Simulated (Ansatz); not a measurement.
# BaTiO3: band gap under strain

Aim: follow the gap of BaTiO3 built on the cubic perovskite prototype through these states: -2.0 % biaxial strain in x and y, free along z; -1.0 % biaxial strain in x and y, free along z; +1.0 % biaxial strain in x and y, free along z. The table at the end shows which levels were run.

Program: Ansatz 0.2.0. PAW datasets, plane waves. No spin polarisation and no zero-point or thermal motion.

### Step 1. The structure to begin with

The unstrained cell was relaxed with r2SCAN; in each strained cell the atoms were relaxed again with r2SCAN. Names of k-points are those of the unstrained zone, where strain can split equivalent points. First state: -2.0 % biaxial strain in x and y, free along z.

The symmetry is P4/mmm (No. 123, tetragonal); conventional cell a = 3.914 Å, c = 4.056 Å, 12.43 Å³ an atom. Near Ba stand 12 O at 2.77–2.82 Å; near Ti stand 6 O at 1.96–2.03 Å; near O stand 2 Ti at 2.03 Å and 4 Ba at 2.77 Å; near O stand 2 Ti at 1.96 Å and 4 Ba at 2.82 Å.

As a file:

```cif
data_structure
_symmetry_space_group_name_H-M 'P 1'
_symmetry_Int_Tables_number 1
_cell_length_a 3.9142
_cell_length_b 3.9142
_cell_length_c 4.0555
_cell_angle_alpha 90.000
_cell_angle_beta 90.000
_cell_angle_gamma 90.000
_cell_volume 62.14
loop_
_atom_site_label
_atom_site_type_symbol
_atom_site_fract_x
_atom_site_fract_y
_atom_site_fract_z
_atom_site_occupancy
Ba1 Ba 0.00000 0.00000 0.00000 1
Ti1 Ti 0.50000 0.50000 0.50000 1
O1 O 0.50000 0.50000 0.00000 1
O2 O 0.50000 0.00000 0.50000 1
O3 O 0.00000 0.50000 0.50000 1
```

From earlier runs on the unstrained cell: PBE 1.82 eV, r2SCAN 2.17 eV, HSE06 3.21 eV, r2SCAN+SOC 2.16 eV; a = 3.994 Å.

### Step 2. -2.0 % biaxial strain in x and y, free along z: PBE

Input file input.yaml:

```yaml
crystal:
  lattice:
    - [3.91421459, 0.0, 0.0]
    - [0.0, 3.91421459, 0.0]
    - [0.0, 0.0, 4.0555254761]
  atoms:
    - { symbol: Ba, position: [0.0, 0.0, 0.0] }
    - { symbol: Ti, position: [0.5, 0.5, 0.5] }
    - { symbol: O, position: [0.5, 0.5, 0.0] }
    - { symbol: O, position: [0.5, 0.0, 0.5] }
    - { symbol: O, position: [0.0, 0.5, 0.5] }
kpoints:
  mp_grid: { grid: [6, 6, 6] }
  band_path:
    path: [[0.0, 0.0, 0.0], [0.0, 0.5, 0.0], [0.5, 0.5, 0.0], [0.5, 0.5, 0.5]]
    npoints: 1
hamiltonian:
  xc: pbe
scf:
  occupations: { method: fermi_dirac, width: 0.02 }
  n_extra_bands: 5
output:
  forces: true
  stress: true
  eigenvalues: true
```

Started as:

```sh
$ ansatz run input.yaml --threads 2 --pin off --max-ram 29491MiB --backend cpu --events-out ev --progress --plain --runs-dir out
```

After this run come: -2.0 % biaxial strain in x and y, free along z: r2SCAN; -2.0 % biaxial strain in x and y, free along z: HSE06; -2.0 % biaxial strain in x and y, free along z: r2SCAN+SOC; -2.0 % biaxial strain in x and y, free along z: r2SCAN; -1.0 % biaxial strain in x and y, free along z: PBE; -1.0 % biaxial strain in x and y, free along z: r2SCAN; -1.0 % biaxial strain in x and y, free along z: HSE06; -1.0 % biaxial strain in x and y, free along z: r2SCAN+SOC; -1.0 % biaxial strain in x and y, free along z: r2SCAN; +1.0 % biaxial strain in x and y, free along z: PBE; +1.0 % biaxial strain in x and y, free along z: r2SCAN; +1.0 % biaxial strain in x and y, free along z: HSE06; +1.0 % biaxial strain in x and y, free along z: r2SCAN+SOC; +1.0 % biaxial strain in x and y, free along z: r2SCAN.

Before running it: what results should come out?

**Answer**, as computed:

Least gap in eV (negative: overlap), with the change from the unstrained cell in brackets:

| state | volume change (%) | PBE | r2SCAN | HSE06 |
| --- | --- | --- | --- | --- |
| -2.0 % biaxial strain in x and y, free along z | -2.5 | 1.80 (-0.02) | 2.16 (-0.01) | 3.21 (+0.00) |
| -1.0 % biaxial strain in x and y, free along z | -1.3 | 1.81 (-0.01) | 2.17 (+0.00) | 3.21 (+0.00) |
| +1.0 % biaxial strain in x and y, free along z | +1.3 | 1.76 (-0.06) | 2.11 (-0.06) | 3.14 (-0.07) |

In words: With HSE06, of the states in the table +1.0 % biaxial strain in x and y, free along z shifts the gap most, by -0.065 eV. PBE and HSE06 differ by 1.38 eV on the unstrained gap, and by at most 0.03 eV on its change. Spin-orbit coupling is left out of the table, though the cell holds Ba (Z = 56).
